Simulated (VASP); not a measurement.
MgSe:

```
Se Mg
1.0
     0.00000    2.72550    2.72550
     2.72550    0.00000    2.72550
     2.72550    2.72550    0.00000
Se Mg
1 1
Cartesian
  2.7255 2.7255 2.7255
  0.0000 0.0000 0.0000
```

Base run:

| Quantity | Value |
| --- | --- |
| Program | VASP 6.6.1 |
| Functional | HSE06 |
| Potentials or basis | VASP PAW PBE potentials, release 64 (Se, Mg) |
| Cutoff | 520 eV |
| k mesh | 6 × 6 × 6 |
| Occupations | gaussian, width 0.02 eV |
| Spin | no spin polarisation |

Its results: band gap on the k mesh 2.67 eV, indirect (least direct gap 3.60 eV); pressure 0.2 GPa.

Task: The run is repeated on the same cell with these changes: functional from HSE06 to PBE0. What comes out?

Result: Band gap on the k mesh 3.34 eV, indirect (least direct gap 4.25 eV); pressure 0.2 GPa.

Caveats: the PAW data sets were made with another functional, which shifts forces and pressure a little.
